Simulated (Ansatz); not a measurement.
# InAs (Fm-3m) in Ansatz: convergence with k mesh

Aim: find how far k mesh must go before the results for InAs settle, at r2SCAN. This setting moves, with any that are tied to it; all else stays.

All numbers are computed with Ansatz 0.2.0; they aren't measurements. Logs are shortened: lines on timing, memory, paths and dates and some standing lists are left out, and cuts for length are marked.

## Step 1: The structure

The structure is cubic, space group Fm-3m (No. 225). The conventional cell has a = 5.755 Å, b = 5.755 Å, c = 5.755 Å, α = 90.00°, β = 90.00°, γ = 90.00°. Around In (site symmetry m-3m) lie 6 As at 2.88 Å. As (site symmetry m-3m) has 6 In at 2.88 Å as nearest neighbours.

Measurements of this composition are mostly on another form, of space group No. 216.

## Step 2: With k mesh 3 × 3 × 3

Contents of input.yaml:

```yaml
crystal:
  lattice:
    - [0.0, 2.877304, 2.877304]
    - [2.877304, 0.0, 2.877304]
    - [2.877304, 2.877304, 0.0]
  atoms:
    - { symbol: In, position: [0.5, 0.5, 0.5] }
    - { symbol: As, position: [0.0, 0.0, 0.0] }
hamiltonian:
  xc: r2scan
  pseudopotentials: { kind: paw }
kpoints:
  mp_grid: { grid: [3, 3, 3] }
scf:
  occupations: { method: fermi_dirac, width: 0.05 }
output:
  forces: true
  stress: true
  eigenvalues: true
```

Potentials or basis: Ansatz PAW.

Started as:

```bash
$ ansatz run input.yaml --threads 2 --pin off --max-ram 5632MiB --backend cpu --events-out ev --progress --plain --runs-dir out
```

The program printed:

```text
Warning: RAYON_NUM_THREADS=2 ignored (pool sized by the plan → 2); use --threads N
Engine: ansatz 0.2.0, aarch64-unknown-linux-gnu
Pseudopotentials: kind: paw
Pseudopotential: In, paw, valence charge 13, recommended cutoff 500 eV (meta_gga), In.paw.azcp
Pseudopotential: As, paw, valence charge 15, recommended cutoff 500 eV (meta_gga), As.paw.azcp
Functional definition: r2SCAN
  parameter k0 = 0.174
  parameter k1 = 0.065
  parameter a1 = 4.9479
  exchange = r2scan_x(k0 = k0, k1 = k1, a1 = a1)
  correlation = r2scan_c
Crystal: 2 atoms, lattice volume = 47.642 Å³
Basis set: ecut = 500 eV, 1243 PW (Γ), exchange–correlation on 120×120×120 points (64 copies of the dense FFT grid, shifted against one another)
Bands: 18, of which v1, the nominal top of the filled ones, is band 14 counted from 1 (13 counted from 0)
Symmetry: 48 space group operations
Space group: Fm-3m (ITA 225), of the structure as read, at distance tolerance 3.6e-5 Å
k-points: 4 of 27
Non-local potential: In, projectors of the file, l = 0: 2, l = 1: 2, l = 2: 2, l = 3: 2
Non-local potential: As, projectors of the file, l = 0: 2, l = 1: 2, l = 2: 3, l = 3: 1
PAW form: soft (Blöchl's): semilocal exchange-correlation on the pseudo side does not see the compensation charge
PAW frozen core: In, regenerated for the run's functional (the file was generated under x = pbe(κ = 0.804, μ = 0.2195149727645171), c = pbe(β = 0.06672455060314922))
PAW frozen core: As, regenerated for the run's functional (the file was generated under x = pbe(κ = 0.804, μ = 0.2195149727645171), c = pbe(β = 0.06672455060314922))
PAW one-centre angular grid: In, 590 points (default); XC on 289 of its mesh's 2783 points in the sphere
PAW one-centre angular grid: As, 590 points (default); XC on 160 Gauss nodes
Initial density: superposition of atomic densities (neutral atoms: chi_scale 0, normalization atom), corrected by the library's trained network
Initial wavefunctions: pseudopotential atomic-orbital guess
Functional: x = r2scan, c = r2scan; τ floored in thin density (d = 2e-4 eV/Å³)
SCF iter   1: F=—  HF=-10476.085894 eV  |F-HF|=—  |Δ(HF+E_count)|=         —  Δρ=6.34e-3  dr2=1.87e-2  dr2_τ=3.71e-3  ethr=1.77e-3  ⟨swp⟩=6.0  Hψ=349  notcnv=0
preconditioner: auto → none  [insulator: Δε(μ)=0.773 eV  Ē_g=15.533 eV  σ=0.050 eV  W_gap=0.56  n_scr=14 (ndim 8)  ℏωp=22.8 eV  f_vac=0.001  D(μ)=5.87/eV (n_scr^D=64)  ε∞_Penn≈3.2]
SCF iter   2: F=—  HF=-10476.102809 eV  |F-HF|=—  |Δ(HF+E_count)|=   1.69e-2  Δρ=1.81e-3  dr2=1.40e-3  dr2_τ=1.02e-4  ethr=6.69e-5  ⟨swp⟩=2.0  Hψ=176  notcnv=0
SCF iter   3: F=—  HF=-10476.103480 eV  |F-HF|=—  |Δ(HF+E_count)|=   6.71e-4  Δρ=8.07e-4  dr2=2.52e-4  dr2_τ=5.26e-6  ethr=4.99e-6  ⟨swp⟩=2.0  Hψ=119  notcnv=0
SCF iter   4: F=—  HF=-10476.103605 eV  |F-HF|=—  |Δ(HF+E_count)|=   1.25e-4  Δρ=1.38e-4  dr2=1.03e-5  dr2_τ=2.24e-7  ethr=9.02e-7  ⟨swp⟩=2.0  Hψ=90  notcnv=0
SCF iter   5: F=—  HF=-10476.103602 eV  |F-HF|=—  |Δ(HF+E_count)|=   2.83e-6  Δρ=4.19e-5  dr2=7.24e-7  dr2_τ=1.52e-8  ethr=3.68e-8  ⟨swp⟩=2.0  Hψ=130  notcnv=0
SCF iter   6: F=-10476.103602 eV  HF=-10476.103602 eV  |F-HF|=1.49e-8  |Δ(HF+E_count)|=   2.40e-8  Δρ=8.36e-6  dr2=1.58e-8  dr2_τ=6.11e-10  ethr=3.57e-10  ⟨swp⟩=5.8  Hψ=322  notcnv=0
SCF 1 converged in 6 iterations: F = -10476.103602 eV  dr2 = 1.58e-8
SCF converged after 6 iterations
Free energy (F): -10476.103602 eV
Harris-Foulkes:  -10476.103602 eV  (|F-HF|=1.49e-8)
Internal energy: -10476.062410 eV  (E = F + TS)
E sigma→0 (E₀):  -10476.083006 eV
Entropy (-TS):   -0.041192 eV (-20.596 meV/atom)
Fermi energy:    9.682625 eV
--- Per-component energies (eV) ---
  E_band       = -272.758449
  E_kinetic    = 345.813946
  E_local      = -2795.587326  (includes V_loc(G=0)·N_el)
  E_nonlocal   = -302.605359
  E_hartree    = 1375.016873
  E_xc         = -275.131912
  E_vxc        = -190.812365  (∫ρ·V_xc dr)
  E_paw        = -6031.242619  (= ΣΔE_a)
  E_vpaw       = -91.278053  (= ΣTr[D̂ρ^β])
  E_aug_tail   = -0.000001  (compensation charges beyond the density's cutoff)
  E_vtau       = 11.675856  (kinetic-family band-sum trace: ∫τ·v_τ [+ j·A + Jᵃ·Aᵃ] dr)
  E_ewald      = -2791.834149
  E_core_change = -0.491862  (= ΣΔE_core)
  E_smearing   = -0.041192  (= −TS)
  E_closure    = 0.000000  (closes the sum)
  Σ components = -10476.103602   (vs F -10476.103602, Δ=0.00e0)
--- Forces (eV/Å), atoms counted from 1 ---
  atom   1  In     0.00000000    -0.00000000    -0.00000000
  atom   2  As    -0.00000000     0.00000000    -0.00000000
  max |Σ_I F_I| component: 7.30e-29 eV/Å
--- Stress (GPa, compression-positive) ---
        0.915985       0.000000       0.000000
        0.000000       0.915985      -0.000000
        0.000000      -0.000000       0.915985
  P = ⅓ Tr σ = 0.9160 GPa (9.160 kbar)
--- Band table (eV) ---
  k-point 0: bands = ["-25.9995", "-25.9995", "-25.9914", "-25.9914", "-25.9914", "-5.1921", "-5.1921", "-5.1755", "-5.1755", "-5.1755", "-2.8818", "9.4225", "9.4225", "9.4225", "9.4592", "17.3295", "17.3295", "17.3295"]
  k-point 1: bands = ["-25.9991", "-25.9991", "-25.9911", "-25.9907", "-25.9907", "-5.2333", "-5.2333", "-5.1789", "-5.1348", "-5.1348", "-1.7616", "4.2128", "9.6697", "9.6697", "12.3483", "13.9883", "13.9883", "14.7713"]
  k-point 2: bands = ["-25.9996", "-25.9989", "-25.9918", "-25.9902", "-25.9902", "-5.3881", "-5.2018", "-5.1673", "-5.1186", "-5.1186", "-1.2111", "5.5071", "7.7834", "7.7834", "8.7068", "14.4024", "17.8103", "18.4008"]
  k-point 3: bands = ["-25.9995", "-25.9988", "-25.9910", "-25.9904", "-25.9902", "-5.3644", "-5.2105", "-5.1683", "-5.1365", "-5.1153", "-0.4801", "4.1217", "5.7987", "8.4928", "10.4435", "15.7480", "15.8494", "18.0435"]
```

Wall time 0.83 s (2 threads of Arm Neoverse V2, shared host); peak memory 0.39 GiB.

What came out:

```
Free energy            : -10476.1036 eV
Pressure               : 0.9 GPa
Band gap on the k mesh : none (metal or under the smearing width)
```

## Step 3: With k mesh 4 × 4 × 4

Changes to input.yaml since step 2:

```diff
@@ -12,3 +12,3 @@
 kpoints:
-  mp_grid: { grid: [3, 3, 3] }
+  mp_grid: { grid: [4, 4, 4] }
 scf:
```

Potentials or basis: Ansatz PAW.

Started as:

```bash
$ ansatz run input.yaml --threads 2 --pin off --max-ram 5632MiB --backend cpu --events-out ev --progress --plain --runs-dir out
```

It took 1 s on 2 threads of Arm Neoverse V2, shared host; peak memory 0.4 GiB.

Results:

```yaml
Free_energy: -10476.4043 eV
Pressure: -1.7 GPa
Band_gap_on_the_k_mesh: none (metal or under the smearing width)
```

## Step 4: With k mesh 5 × 5 × 5

Changes to input.yaml since step 3:

```diff
@@ -12,3 +12,3 @@
 kpoints:
-  mp_grid: { grid: [4, 4, 4] }
+  mp_grid: { grid: [5, 5, 5] }
 scf:
```

Started as:

```bash
$ ansatz run input.yaml --threads 2 --pin off --max-ram 5632MiB --backend cpu --events-out ev --progress --plain --runs-dir out
```

Run time: 1.1 s. Hardware: 2 threads of Arm Neoverse V2, shared host; peak memory 0.41 GiB.

What came out:

```
Free energy            : -10476.6759 eV
Pressure               : -2.0 GPa
Band gap on the k mesh : none (metal or under the smearing width)
```

## Step 5: With k mesh 6 × 6 × 6

Changes to input.yaml since step 4:

```diff
@@ -12,3 +12,3 @@
 kpoints:
-  mp_grid: { grid: [5, 5, 5] }
+  mp_grid: { grid: [6, 6, 6] }
 scf:
```

Started as:

```bash
$ ansatz run input.yaml --threads 2 --pin off --max-ram 5632MiB --backend cpu --events-out ev --progress --plain --runs-dir out
```

Run time: 1.3 s. Hardware: 2 threads of Arm Neoverse V2, shared host; peak memory 0.41 GiB.

Results:

| Item | Value |
| --- | --- |
| Free energy | -10476.7136 eV |
| Pressure | -2.1 GPa |
| Band gap on the k mesh | none (metal or under the smearing width) |

## Step 6: With k mesh 7 × 7 × 7

Changes to input.yaml since step 5:

```diff
@@ -12,3 +12,3 @@
 kpoints:
-  mp_grid: { grid: [6, 6, 6] }
+  mp_grid: { grid: [7, 7, 7] }
 scf:
```

Potentials or basis: Ansatz PAW.

Started as:

```bash
$ ansatz run input.yaml --threads 2 --pin off --max-ram 5632MiB --backend cpu --events-out ev --progress --plain --runs-dir out
```

Wall time 1.5 s (2 threads of Arm Neoverse V2, shared host); peak memory 0.42 GiB.

It converged, with:

* Free energy: -10476.7018 eV
* Pressure: -2.4 GPa
* Band gap on the k mesh: none (metal or under the smearing width)

## Step 7: With k mesh 9 × 9 × 9

Changes to input.yaml since step 6:

```diff
@@ -12,3 +12,3 @@
 kpoints:
-  mp_grid: { grid: [7, 7, 7] }
+  mp_grid: { grid: [9, 9, 9] }
 scf:
```

Started as:

```bash
$ ansatz run input.yaml --threads 2 --pin off --max-ram 5632MiB --backend cpu --events-out ev --progress --plain --runs-dir out
```

Run time: 2.1 s. Hardware: 2 threads of Arm Neoverse V2, shared host; peak memory 0.45 GiB.

The run converged. Its results:

```yaml
Free_energy: -10476.7064 eV
Pressure: -2.4 GPa
Band_gap_on_the_k_mesh: none (metal or under the smearing width)
```

## Step 8: With k mesh 11 × 11 × 11

Changes to input.yaml since step 7:

```diff
@@ -12,3 +12,3 @@
 kpoints:
-  mp_grid: { grid: [9, 9, 9] }
+  mp_grid: { grid: [11, 11, 11] }
 scf:
```

Started as:

```bash
$ ansatz run input.yaml --threads 2 --pin off --max-ram 5632MiB --backend cpu --events-out ev --progress --plain --runs-dir out
```

Wall time 2.9 s (2 threads of Arm Neoverse V2, shared host); peak memory 0.47 GiB.

Results (log left out):

| Quantity | Value |
| --- | --- |
| Free energy | -10476.6964 eV |
| Pressure | -2.4 GPa |
| Band gap on the k mesh | none (metal or under the smearing width) |

## Step 9: With k mesh 13 × 13 × 13

Changes to input.yaml since step 8:

```diff
@@ -12,3 +12,3 @@
 kpoints:
-  mp_grid: { grid: [11, 11, 11] }
+  mp_grid: { grid: [13, 13, 13] }
 scf:
```

Potentials or basis: Ansatz PAW.

Started as:

```bash
$ ansatz run input.yaml --threads 2 --pin off --max-ram 5632MiB --backend cpu --events-out ev --progress --plain --runs-dir out
```

Run time: 4.1 s. Hardware: 2 threads of Arm Neoverse V2, shared host; peak memory 0.48 GiB.

The run converged. Its results:

| Quantity | Value |
| --- | --- |
| Free energy | -10476.6924 eV |
| Pressure | -2.4 GPa |
| Band gap on the k mesh | none (metal or under the smearing width) |

## Step 10: Summary

| k mesh | energy less the tightest run, at zero smearing (meV/atom) | pressure (GPa) | SCF cycles | CPU time (s) | peak memory (GiB) |
| --- | --- | --- | --- | --- | --- |
| 3 × 3 × 3 | 302.46 | 0.92 | 6 | 1.5 | 0.39 |
| 4 × 4 × 4 | 144.87 | -1.70 | 6 | 1.8 | 0.4 |
| 5 × 5 × 5 | 8.50 | -2.04 | 6 | 2 | 0.41 |
| 6 × 6 × 6 | -9.49 | -2.13 | 6 | 2.5 | 0.41 |
| 7 × 7 × 7 | -5.18 | -2.36 | 6 | 2.8 | 0.42 |
| 9 × 9 × 9 | -7.84 | -2.37 | 6 | 4 | 0.45 |
| 11 × 11 × 11 | -2.59 | -2.42 | 6 | 5.7 | 0.47 |
| 13 × 13 × 13 | 0.00 | -2.40 | 6 | 8 | 0.48 |

Against the tightest run, the pressure stays within 0.1 GPa from 7 × 7 × 7 on. Not settled before the last step: the energy (to 1 meV/atom). Meshes of other sizes hit other points, so gaps and Fermi surfaces needn't settle smoothly. The tightest run that finished is the yardstick and may itself not be fully converged.

Caveats: the PAW data sets come from PBE, with cores solved anew for the run's functional, which leaves a small shift of forces and pressure.
